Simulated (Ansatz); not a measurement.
The system is Cl.

```xyz
4
Lattice="3.1450 -2.2500 0.0000 3.1450 2.2500 0.0000 0.0000 0.0000 8.2100" Properties=species:S:1:pos:R:3 pbc="T T T"
Cl    3.1450    0.5850    3.2840
Cl    3.1450    1.6650    7.3890
Cl    3.1450   -0.5850    4.9260
Cl    3.1450   -1.6650    0.8210
```

| Item | Value |
| --- | --- |
| Program | Ansatz 0.2.0 |
| Task | relaxation of cell and atoms |
| Functional | revPBE |
| Potentials or basis | Ansatz PAW |
| Cutoff | 420 eV (not typed: the program's choice for these potentials) |
| k mesh | 7 × 7 × 4 |
| Occupations | fermi-dirac, width 0.05 eV |
| Spin | no spin polarisation |

At the start: volume 29.05 Å³/atom.

Q: Where does the relaxation end?

A: It ends after 16 steps and the volume is 57.51 Å³/atom (+98.0 %); space group Cmce (No. 64, to 0.05 Å).

The path:
```
step  energy change (eV)  largest force (eV/Å)  volume (Å³)
   1              0.0000                0.0925       116.19
   2             -0.1442                0.0462       129.42
   3             -0.2362                0.0281       143.99
   4             -0.2907                0.0851       159.91
   5             -0.3145                0.0186       177.23
   6             -0.3156                0.0626       181.71
   7             -0.3161                0.0026       182.32
   8             -0.3436                0.0035       182.32
   9             -0.3577                0.0042       194.50
  10             -0.3688                0.0177       211.40
  11             -0.3712                0.0019       218.66
  12             -0.3724                0.0039       229.99
  13             -0.3725                0.0021       230.33
  14             -0.3725                0.0038       230.40
  15             -0.3725                0.0023       230.04
  16             -0.3764                0.0029       230.04
```

Final structure:
```
Cl
1.0
     4.20476   -2.83419    0.00000
     4.20476    2.83419    0.00000
     0.00000    0.00000    9.65170
Cl
4
Direct
  0.41475 0.58525 0.40854
  0.08525 0.91475 0.90854
  0.58525 0.41475 0.59146
  0.91475 0.08525 0.09146
```

Caveat: the volume moved by over 15 % at a fixed basis, so the end points are rough; the plane-wave basis is chosen anew once the cell has moved, so the energies of steps on either side of that aren't comparable; this functional lacks dispersion, which binds the layers, so the pressure and a relaxed spacing across them are unreliable, and here the layers came unbound; the volume moved by +98 % from the deposited cell, more than functionals usually miss; the PAW data sets come from PBE, with cores solved anew for the run's functional, which leaves a small shift of forces and pressure.
